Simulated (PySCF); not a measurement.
Isomers of C7H6O.

All values: wB97X-D/def2-SVPD (PySCF) at GFN2-xTB geometries, gas phase, one conformer each. Core orbitals are frozen in the response; Δα² is half the sum of the squared differences of the principal polarisabilities.

(1) Rank by dipole moment, highest first.
A. `[O:1]=[CH:2][c:3]1[cH:4][cH:5][cH:6][cH:7][cH:8]1` with O1–C2–C3–C4 180°
B. `[CH:1]#[C:2][CH2:3][c:4]1[cH:5][cH:6][cH:7][o:8]1` with C2–C3–C4–C5 65°
C. `[OH:1][c:2]1[cH:3][cH:4][c:5]2[c:6]([cH:7]1)[CH2:8]2` with H–O1–C2–C3 180°
D. `C=C1C=CC(=O)C=C1` (4-methylene-2,5-cyclohexadiene-1-one)

(2) Rank by polarisability anisotropy Δα, lowest first.
A. `[CH:1]#[C:2][CH2:3][c:4]1[cH:5][cH:6][cH:7][o:8]1` with C2–C3–C4–C5 65°
B. `[O:1]=[CH:2][c:3]1[cH:4][cH:5][cH:6][cH:7][cH:8]1` with O1–C2–C3–C4 180°
C. `C=C1C=CC(=O)C=C1` (4-methylene-2,5-cyclohexadiene-1-one)
D. `[OH:1][c:2]1[cH:3][cH:4][c:5]2[c:6]([cH:7]1)[CH2:8]2` with H–O1–C2–C3 180°

Answers

(1) D (4.95 D), A (3.52 D), C (1.37 D), B (0.65 D).

(2) A (5.06 Å³), D (7.30 Å³), B (8.21 Å³), C (13.38 Å³).

All values together:

| SMILES | μ (D) | HOMO (eV) | LUMO (eV) | α (Å³) | Δα (Å³) |
| --- | --- | --- | --- | --- | --- |
| Oc1ccc2c(c1)C2 | 1.37 | -8.01 | 1.28 | 12.05 | 7.30 |
| C=C1C=CC(=O)C=C1 | 4.95 | -9.00 | -1.12 | 13.61 | 13.38 |
| O=Cc1ccccc1 | 3.52 | -9.56 | -0.25 | 12.29 | 8.21 |
| C#CCc1ccco1 | 0.65 | -8.31 | 1.89 | 11.73 | 5.06 |

Conformers: `[OH:1][c:2]1[cH:3][cH:4][c:5]2[c:6]([cH:7]1)[CH2:8]2` with H–O1–C2–C3 180°; `[O:1]=[CH:2][c:3]1[cH:4][cH:5][cH:6][cH:7][cH:8]1` with O1–C2–C3–C4 180°; `[CH:1]#[C:2][CH2:3][c:4]1[cH:5][cH:6][cH:7][o:8]1` with C2–C3–C4–C5 65°.
